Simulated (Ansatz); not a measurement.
ZnS: do energies and stresses tell the same story?

Level of theory: Ansatz, DFT r2SCAN, scalar-relativistic, plane waves, PAW.

Settings: cutoff 500 eV, Γ-centred mesh 8×8×8 on the computed 2-atom cell, Gaussian smearing of 0.02 eV; no spin polarisation.

Relaxed cell: F-43m, a = 5.389 Å, b = 5.389 Å, c = 5.389 Å, α = 90.00°, β = 90.00°, γ = 90.00°, 2 atoms in the primitive cell.

Energies at zero smearing and pressures from the stress tensor, at volumes with shape and atoms relaxed:
| V (Å³/atom) | E − E(first) (meV/atom) | P (GPa) |
| --- | --- | --- |
| 18.390 | 0.00 | 5.57 |
| 18.977 | -14.74 | 2.56 |
| 19.564 | -19.31 | 0.00 |
| 20.151 | -15.23 | -2.18 |
| 20.737 | -3.76 | -4.04 |

Task: Check P = −dE/dV between neighbouring volumes, and get the bulk modulus from the pressures alone.

Result: With 1 eV/Å³ = 160.2 GPa:
```json
{"middle V (Å³/atom)": "18.683", "−ΔE/ΔV (GPa)": "4.024", "mean P (GPa)": "4.065"}
{"middle V (Å³/atom)": "19.270", "−ΔE/ΔV (GPa)": "1.248", "mean P (GPa)": "1.282"}
{"middle V (Å³/atom)": "19.857", "−ΔE/ΔV (GPa)": "-1.114", "mean P (GPa)": "-1.088"}
{"middle V (Å³/atom)": "20.444", "−ΔE/ΔV (GPa)": "-3.133", "mean P (GPa)": "-3.107"}
```

The two differ by 0.04 GPa at most. The mean of two end pressures misses the average over a step by about ΔV² P″/12, up to 0.04 GPa here; with that taken off 0.00 GPa remains. Around V = 19.564 Å³/atom, the two neighbours give B = −V ΔP/ΔV = 19.564 × 4.74 / 1.174 = 79.0 GPa, against B0 = 78.6 GPa from the Birch–Murnaghan fit of the energies.

Cost: 6 runs of about 1.7 core-minutes in all, on AMD EPYC 7R43 (Zen 3) (shared hosts).